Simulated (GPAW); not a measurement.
Crystal: H.

```
CELL_PARAMETERS angstrom
2.64964 0.00000 0.00000
0.00000 2.64964 0.00000
0.00000 0.00000 0.98049
ATOMIC_POSITIONS crystal
H 0.00000 0.00000 0.50000
```

- Program: GPAW 26.7.0
- Task: relaxation of cell and atoms
- Functional: PBEsol
- Potentials or basis: PAW data sets generated in the run's folder for this functional
- Cutoff: 600 eV
- Basis: pw
- k mesh: 10 × 10 × 26
- Occupations: fermi-dirac, width 0.05 eV
- Spin: no spin polarisation

At the start: pressure 1.6 GPa; volume 6.88 Å³/atom.

How do energy, volume and symmetry change on relaxing?

Over 9 steps the energy falls by 10.1 meV/atom and the volume is 9.17 Å³/atom (+33.1 %); space group P4/mmm (No. 123, to 0.05 Å).

The path:
```
step  energy change (eV)  largest force (eV/Å)  pressure (GPa)  volume (Å³)
   1              0.0000                0.0000            1.60         6.88
   2             -0.0002                0.0000            1.45         6.90
   3             -0.0015                0.0000            0.29         7.10
   4             -0.0018                0.0000            0.14         7.15
   5             -0.0039                0.0000           -0.57         7.56
   6             -0.0062                0.0000           -0.79         8.03
   7             -0.0088                0.0000           -0.52         8.67
   8             -0.0099                0.0000           -0.13         9.06
   9             -0.0101                0.0000           -0.01         9.17
```

Final structure:
```cif
data_structure
_symmetry_space_group_name_H-M 'P 1'
_symmetry_Int_Tables_number 1
_cell_length_a 3.0440
_cell_length_b 3.0440
_cell_length_c 0.9892
_cell_angle_alpha 90.000
_cell_angle_beta 90.000
_cell_angle_gamma 90.000
_cell_volume 9.17
loop_
_atom_site_label
_atom_site_type_symbol
_atom_site_fract_x
_atom_site_fract_y
_atom_site_fract_z
_atom_site_occupancy
H1 H 0.00000 0.00000 0.50000 1
```

Caveat: later steps reuse the first step's grids; the volume moved by over 15 % at a fixed basis, so the end points are rough.
